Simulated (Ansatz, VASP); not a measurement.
This is a calculation of TiO2 (Anatase) for VASP 6.6.1. 

Contents of INCAR:

```
SYSTEM = TiO2
PREC = Accurate
ENCUT = 520
EDIFF = 1E-6
ISMEAR = 0
SIGMA = 0.011
LREAL = .FALSE.
LASPH = .TRUE.
NELM = 80
ALGO = Normal
ISIF = 2
LWAVE = .FALSE.
LCHARG = .FALSE.
GGA = PE
NBANDS = 33
```

File KPOINTS:

```
Automatic mesh
0
G
  10 10 10
  0 0 0
```

POSCAR

```
TiO2
1.0
   -1.8921000000      1.8921000000      4.7573000000
    1.8921000000     -1.8921000000      4.7573000000
    1.8921000000      1.8921000000     -4.7573000000
Ti O
2 4
Direct
    0.7500000000      0.2500000000      0.5000000000
    0.0000000000      0.0000000000      0.0000000000
    0.7919000000      0.7919000000      0.0000000000
    0.5419000000      0.0419000000      0.5000000000
    0.9581000000      0.4581000000      0.5000000000
    0.2081000000      0.2081000000      0.0000000000
```

Potentials or basis: VASP PAW PBE potentials, release 64 (Ti_sv, O).

Run with:

```bash
$ cat potpaw_PBE.64/Ti_sv/POTCAR potpaw_PBE.64/O/POTCAR > POTCAR
$ mpirun -np 1 vasp_std > vasp.out
```

**Question.** What does the same run look like in Ansatz 0.2.0? Potentials or basis there: Ansatz PAW, cutoff 420 eV.

**Answer.** As run (cutoffs and basis follow the program's own potentials, and thresholds, step limits or extra output files can differ):

Contents of input.yaml:

```yaml
crystal:
  lattice:
    - [-1.8921, 1.8921, 4.7573]
    - [1.8921, -1.8921, 4.7573]
    - [1.8921, 1.8921, -4.7573]
  atoms:
    - { symbol: Ti, position: [0.75, 0.25, 0.5] }
    - { symbol: Ti, position: [0.0, 0.0, 0.0] }
    - { symbol: O, position: [0.7919, 0.7919, 0.0] }
    - { symbol: O, position: [0.5419, 0.0419, 0.5] }
    - { symbol: O, position: [0.9581, 0.4581, 0.5] }
    - { symbol: O, position: [0.2081, 0.2081, 0.0] }
hamiltonian:
  xc: pbe
  pseudopotentials: { kind: paw }
kpoints:
  mp_grid: { grid: [10, 10, 10] }
scf:
  occupations: { method: gaussian, width: 0.011 }
output:
  forces: true
  stress: true
  eigenvalues: true
  write_density: true
  write_potential: true
  elf: true
  volumetric_format: npy
```

Potentials or basis: Ansatz PAW.

Command:

```bash
$ ansatz run input.yaml --threads 2 --pin off --max-ram 5632MiB --backend cpu --events-out ev --progress --plain --runs-dir out
```

Both were run:

|  | VASP | Ansatz |
| --- | --- | --- |
| Pressure | 5.9 GPa | 5.2 GPa |
| Largest force | 0.125 eV/Å | 0.102 eV/Å |

Ansatz's pressure holds a Pulay term of +0.68 GPa for its cutoff of 420 eV, which the other run lacks.

Where Ansatz's input types no cutoff or centring, it takes its own default and a Γ-centred mesh.

Pressure is positive in compression.
